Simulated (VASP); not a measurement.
# BaTe (Pm-3m) in VASP: reference runs, part 2 of 2

VASP 6.6.1. The steps go on from the part before.

**3. Single point, PBE (atoms moved at random, drawn with an rms of 0.05 Å)**

Input file INCAR:

```
SYSTEM = BaTe
PREC     = Accurate       ! precision mode
ENCUT    = 520            ! plane-wave cutoff, eV
EDIFF    = 1E-7           ! SCF threshold, eV
ISMEAR   = -1             ! smearing method
SIGMA    = 0.05           ! smearing width, eV
LREAL    = .False.        ! projectors in reciprocal space
LASPH    = .True.         ! aspherical terms in the spheres
NELM     = 100            ! most SCF steps
ALGO     = Normal         ! electronic algorithm
ISIF     = 2              ! what is computed and relaxed
LWAVE    = .False.        ! write WAVECAR
LCHARG   = .True.         ! write CHGCAR
GGA      = PE             ! functional
LELF     = .True.         ! ELF
LVHAR    = .True.       
NBANDS   = 15             ! bands
```

Input file KPOINTS:

```
regular mesh
0
Gamma
  6 6 6
  0 0 0
```

Input file POSCAR:

```
BaTe
1.0
    4.2624660000      0.0000000000      0.0000000000
    0.0000000000      4.2624660000      0.0000000000
    0.0000000000      0.0000000000      4.2624660000
Ba Te
1 1
Direct
   -0.0025790000     -0.0064020000      0.0077730000
    0.5107250000      0.5069630000      0.5040830000
```

Potentials or basis: VASP PAW PBE potentials, release 64 (Ba_sv, Te).

Launch:

```
$ cat potpaw_PBE.64/Ba_sv/POTCAR potpaw_PBE.64/Te/POTCAR > POTCAR
$ mpirun -np 1 vasp_std > vasp.out
```

Run time: 85 s. Hardware: 1 thread of Intel Xeon Platinum 8488C (Sapphire Rapids), shared host; peak memory 0.27 GiB.

The run converged. Its results:

```
Free energy            : -8.2856 eV
Pressure               : 0.1 GPa
Largest force          : 0.075 eV/Å
Band gap on the k mesh : 0.81 eV, indirect (least direct gap 1.00 eV)
```

Forces in eV/Å, atoms in the order of the input:
```
Ba   0.052  0.052 -0.015
Te  -0.052 -0.052  0.015
```

Levels at points of the mesh, in eV from the valence-band top:
```csv
k point,band 6,band 7,band 8,band 9,band 10,band 11
"(0.00, 0.00, 0.00)",-0.39,-0.38,-0.37,0.81,0.83,2.37
"(0.50, 0.00, 0.00)",-3.37,-0.86,-0.86,1.59,4.80,4.91
"(0.00, 0.50, 0.00)",-3.37,-0.86,-0.86,1.59,4.80,4.91
"(0.00, 0.00, 0.50)",-3.37,-0.86,-0.86,1.59,4.76,4.91
"(0.50, 0.50, 0.00)",-2.04,-2.03,0.00,1.00,2.52,2.92
"(0.00, 0.50, 0.50)",-2.04,-2.03,0.00,1.00,2.53,2.92
"(0.50, 0.00, 0.50)",-2.04,-2.03,0.00,1.00,2.53,2.92
"(0.50, 0.50, 0.50)",-2.88,-2.88,-2.88,4.72,4.73,4.75
```

Caveat: spin-orbit coupling is left out, which moves the levels of the heavy elements. A k mesh can miss the band edges.

**4. Equation of state, PBE, 36.40 Å³/atom (volume scaled by 0.94)**

Input file INCAR:

```
PREC = Accurate ; ENCUT = 520
EDIFF = 1E-7 ; ISMEAR = -1
SIGMA = 0.05 ; LREAL = False
LASPH = True ; NELM = 80
ALGO = Normal ; ISIF = 2
LWAVE = False ; LCHARG = False
GGA = PE ; NBANDS = 15
```

Input file KPOINTS:

```
Automatic mesh
0
Gamma
  6 6 6
```

Input file POSCAR:

```
BaTe
1.0
    4.1754524825      0.0000000000      0.0000000000
    0.0000000000      4.1754524825      0.0000000000
    0.0000000000      0.0000000000      4.1754524825
Ba Te
1 1
Direct
    0.0000000000      0.0000000000      0.0000000000
    0.5000000000      0.5000000000      0.5000000000
```

Launch:

```
$ cat potpaw_PBE.64/Ba_sv/POTCAR potpaw_PBE.64/Te/POTCAR > POTCAR
$ mpirun -np 1 vasp_std > vasp.out
```

It took 14 s on 1 thread of Intel Xeon Platinum 8488C (Sapphire Rapids), shared host; peak memory 0.18 GiB.

The run converged. Its results:

| Property | Result |
| --- | --- |
| Free energy | -8.2557 eV |
| Pressure | 2.3 GPa |
| Band gap on the k mesh | 0.63 eV, indirect (least direct gap 0.92 eV) |

Caveat: spin-orbit coupling is left out, which moves the levels of the heavy elements.

**5. Equation of state, PBE, 37.17 Å³/atom (volume scaled by 0.96)**

Input file INCAR:

```
SYSTEM = BaTe
  PREC = Accurate
  ENCUT = 520
  EDIFF = 1E-7
  ISMEAR = -1
  SIGMA = 0.05
  LREAL = .False.
  LASPH = .True.
  NELM = 80
  ALGO = Normal
  ISIF = 2
  LWAVE = .False.
  LCHARG = .False.
  GGA = PE
  NBANDS = 15
```

Input file KPOINTS:

```
Automatic mesh
0
Gamma
  6 6 6
  0 0 0
```

Input file POSCAR:

```
BaTe
1.0
    4.2048580462      0.0000000000      0.0000000000
    0.0000000000      4.2048580462      0.0000000000
    0.0000000000      0.0000000000      4.2048580462
Ba Te
1 1
Direct
    0.0000000000      0.0000000000      0.0000000000
    0.5000000000      0.5000000000      0.5000000000
```

Launch:

```
$ cat potpaw_PBE.64/Ba_sv/POTCAR potpaw_PBE.64/Te/POTCAR > POTCAR
$ mpirun -np 1 vasp_std > vasp.out
```

Run time: 17 s. Hardware: 1 thread of Intel Xeon Platinum 8488C (Sapphire Rapids), shared host; peak memory 0.18 GiB.

It converged, with:

| Quantity | Value |
| --- | --- |
| Free energy | -8.2741 eV |
| Pressure | 1.5 GPa |
| Band gap on the k mesh | 0.68 eV, indirect (least direct gap 0.94 eV) |

Caveat: spin-orbit coupling is left out, which moves the levels of the heavy elements.

**6. Equation of state, PBE, 37.95 Å³/atom (volume scaled by 0.98)**

Input file INCAR:

```
PREC = Accurate
ENCUT = 520
EDIFF = 1E-7
ISMEAR = -1
SIGMA = 0.05
LREAL = False
LASPH = True
NELM = 100
ALGO = Normal
ISIF = 2
LWAVE = False
LCHARG = False
GGA = PE
NBANDS = 15
```

Input file KPOINTS:

```
regular mesh
0
Gamma
  6 6 6
```

Input file POSCAR:

```
BaTe
1.0
    4.2338579837      0.0000000000      0.0000000000
    0.0000000000      4.2338579837      0.0000000000
    0.0000000000      0.0000000000      4.2338579837
Ba Te
1 1
Direct
    0.0000000000      0.0000000000      0.0000000000
    0.5000000000      0.5000000000      0.5000000000
```

Potentials or basis: VASP PAW PBE potentials, release 64 (Ba_sv, Te).

Launch:

```
$ cat potpaw_PBE.64/Ba_sv/POTCAR potpaw_PBE.64/Te/POTCAR > POTCAR
$ mpirun -np 1 vasp_std > vasp.out
```

Run time: 16 s. Hardware: 1 thread of Intel Xeon Platinum 8488C (Sapphire Rapids), shared host; peak memory 0.18 GiB.

Results (log left out):

```yaml
Free_energy: -8.2848 eV
Pressure: 0.7 GPa
Band_gap_on_the_k_mesh: 0.74 eV, indirect (least direct gap 0.96 eV)
```

Caveat: spin-orbit coupling is left out, which moves the levels of the heavy elements.

**7. Equation of state, PBE, 39.50 Å³/atom (volume scaled by 1.02)**

Input file INCAR:

```
PREC = Accurate ; ENCUT = 520
EDIFF = 1E-7 ; ISMEAR = -1
SIGMA = 0.05 ; LREAL = F
LASPH = T ; NELM = 80
ALGO = Normal ; ISIF = 2
LWAVE = F ; LCHARG = F
GGA = PE ; NBANDS = 15
```

Input file KPOINTS:

```
Automatic mesh
0
Gamma
  6 6 6
```

Input file POSCAR:

```
BaTe
1.0
    4.2906950743      0.0000000000      0.0000000000
    0.0000000000      4.2906950743      0.0000000000
    0.0000000000      0.0000000000      4.2906950743
Ba Te
1 1
Direct
    0.0000000000      0.0000000000      0.0000000000
    0.5000000000      0.5000000000      0.5000000000
```

Launch:

```
$ cat potpaw_PBE.64/Ba_sv/POTCAR potpaw_PBE.64/Te/POTCAR > POTCAR
$ mpirun -np 1 vasp_std > vasp.out
```

Run time: 15 s. Hardware: 1 thread of Intel Xeon Platinum 8488C (Sapphire Rapids), shared host; peak memory 0.18 GiB.

Results (log left out):

* Free energy: -8.2863 eV
* Pressure: -0.6 GPa
* Band gap on the k mesh: 0.83 eV, indirect (least direct gap 1.00 eV)

Caveat: spin-orbit coupling is left out, which moves the levels of the heavy elements.

**8. Equation of state, PBE, 40.27 Å³/atom (volume scaled by 1.04)**

Input file INCAR:

```
SYSTEM = BaTe
  PREC = Accurate
  ENCUT = 520
  EDIFF = 1E-7
  ISMEAR = -1
  SIGMA = 0.05
  LREAL = .False.
  LASPH = .True.
  NELM = 60
  ALGO = Normal
  ISIF = 2
  LWAVE = .False.
  LCHARG = .False.
  GGA = PE
  NBANDS = 15
```

Input file KPOINTS:

```
regular mesh
0
Gamma
  6 6 6
  0 0 0
```

Input file POSCAR:

```
BaTe
1.0
    4.3185575114      0.0000000000      0.0000000000
    0.0000000000      4.3185575114      0.0000000000
    0.0000000000      0.0000000000      4.3185575114
Ba Te
1 1
Direct
    0.0000000000      0.0000000000      0.0000000000
    0.5000000000      0.5000000000      0.5000000000
```

Launch:

```
$ cat potpaw_PBE.64/Ba_sv/POTCAR potpaw_PBE.64/Te/POTCAR > POTCAR
$ mpirun -np 1 vasp_std > vasp.out
```

Wall time 17 s (1 thread of Intel Xeon Platinum 8488C (Sapphire Rapids), shared host); peak memory 0.18 GiB.

The run converged. Its results:

```yaml
Free_energy: -8.2783 eV
Pressure: -1.1 GPa
Band_gap_on_the_k_mesh: 0.87 eV, indirect (least direct gap 1.02 eV)
```

Caveat: spin-orbit coupling is left out, which moves the levels of the heavy elements.

**9. Equation of state, PBE, 41.04 Å³/atom (volume scaled by 1.06)**

Input file INCAR:

```
SYSTEM = BaTe
PREC = Accurate
ENCUT = 520
EDIFF = 1E-7
ISMEAR = -1
SIGMA = 0.05
LREAL = .FALSE.
LASPH = .TRUE.
NELM = 100
ALGO = Normal
ISIF = 2
LWAVE = .FALSE.
LCHARG = .FALSE.
GGA = PE
NBANDS = 15
```

Input file KPOINTS:

```
regular mesh
0
G
  6 6 6
  0 0 0
```

Input file POSCAR:

```
BaTe
1.0
    4.3460649887      0.0000000000      0.0000000000
    0.0000000000      4.3460649887      0.0000000000
    0.0000000000      0.0000000000      4.3460649887
Ba Te
1 1
Direct
    0.0000000000      0.0000000000      0.0000000000
    0.5000000000      0.5000000000      0.5000000000
```

Potentials or basis: VASP PAW PBE potentials, release 64 (Ba_sv, Te).

Launch:

```
$ cat potpaw_PBE.64/Ba_sv/POTCAR potpaw_PBE.64/Te/POTCAR > POTCAR
$ mpirun -np 1 vasp_std > vasp.out
```

Run time: 24 s. Hardware: 1 thread of Intel Xeon Platinum 8488C (Sapphire Rapids), shared host; peak memory 0.19 GiB.

The run converged. Its results:

```
Free energy            : -8.2654 eV
Pressure               : -1.6 GPa
Band gap on the k mesh : 0.91 eV, indirect (least direct gap 1.03 eV)
```

Caveat: spin-orbit coupling is left out, which moves the levels of the heavy elements.

**10. Equation of state, PBE**

Potentials or basis: VASP PAW PBE potentials, release 64 (Ba_sv, Te).

No new run: the results of the series are fitted here.

What came out:

| Item | Value |
| --- | --- |
| Equilibrium volume | 38.80 Å³/atom |
| Bulk modulus | 32 GPa |
| Pressure derivative of the bulk modulus | 4.4 |

Energy against volume, from the lowest point:
```
volume (Å³/atom)  energy (meV/atom)
          36.398              16.45
          37.173               7.26
          37.947               1.91
          38.722               0.00
          39.496               1.19
          40.270               5.16
          41.045              11.62
```

**11. Overview**

```tsv
task	cell	gap on the mesh (eV)	pressure (GPa)
single point	as given	0.78	0.1
single point	atoms moved at random, drawn with an rms of 0.05 Å	0.81	0.1
equation of state	as given	-	-
```

Alike in all rows: level PBE; potentials or basis VASP PAW PBE potentials, release 64 (Ba_sv, Te); no spin polarisation; k mesh 6 × 6 × 6; cutoff (eV) 520; smearing fermi-dirac 0.05 eV.

Caveats: spin-orbit coupling is left out, which moves the levels of the heavy elements (some runs).

Total energies depend on the potentials used, so only differences within one code and one set of settings carry meaning.
